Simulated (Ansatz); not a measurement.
The cell is CdS (zincblende); cell and atoms were relaxed with r2SCAN. It is cubic, F-43m (No. 216); a = 5.878 Å in the conventional setting, 25.39 Å³ an atom. Cd has 4 S at 2.55 Å; S has 4 Cd at 2.55 Å.

```
CELL_PARAMETERS angstrom
0.00000 2.93921 2.93921
2.93921 0.00000 2.93921
2.93921 2.93921 0.00000
ATOMIC_POSITIONS crystal
Cd 0.00000 0.00000 0.00000
S 0.25000 0.25000 0.25000
```

The questions ask for values computed with Ansatz on this geometry. (Simulation; no magnetic order is allowed.)

Given (8×8×8 mesh): With r2SCAN the gap is 1.54 eV and direct, at Γ.

(1) Estimate the gap with PBE on 8×8×8.

(2) Estimate the gap with PBE+SOC on 8×8×8.

(3) How does the gap change from r2SCAN to HSE06 (6×6×6)?

(4) Roughly how does the cost of the PBE0 run (6×6×6) compare with r2SCAN's (8×8×8)?

(5) How do the levels compare, in gap and in cost?

Answers

(1) The PBE gap is direct at Γ: 1.10 eV. The gap differs by -0.44 eV from r2SCAN's.

(2) PBE+SOC gives a direct gap of 1.08 eV at Γ. Spin-orbit coupling itself accounts for -0.02 eV. The gap differs by -0.46 eV from r2SCAN's.

(3) The HSE06 gap is direct at Γ: 2.11 eV. The gap differs by +0.57 eV from r2SCAN's.

(4) About 14 times as much (80 core-seconds against 6 core-seconds, on 2 threads of Arm Neoverse V2, with other jobs on the host).

(5) r2SCAN covers 44 % of the step from PBE to HSE06, while HSE06 needs about 14 times r2SCAN's cost (on a coarser mesh). For gaps to 0.1 eV, spin-orbit coupling (up to 0.02 eV here) can be left out. Among these functionals the gap stays direct.

Only the levels marked +SOC include spin-orbit coupling.

The meshes of the hybrids are coarse, so their gaps aren't converged to the digits shown.
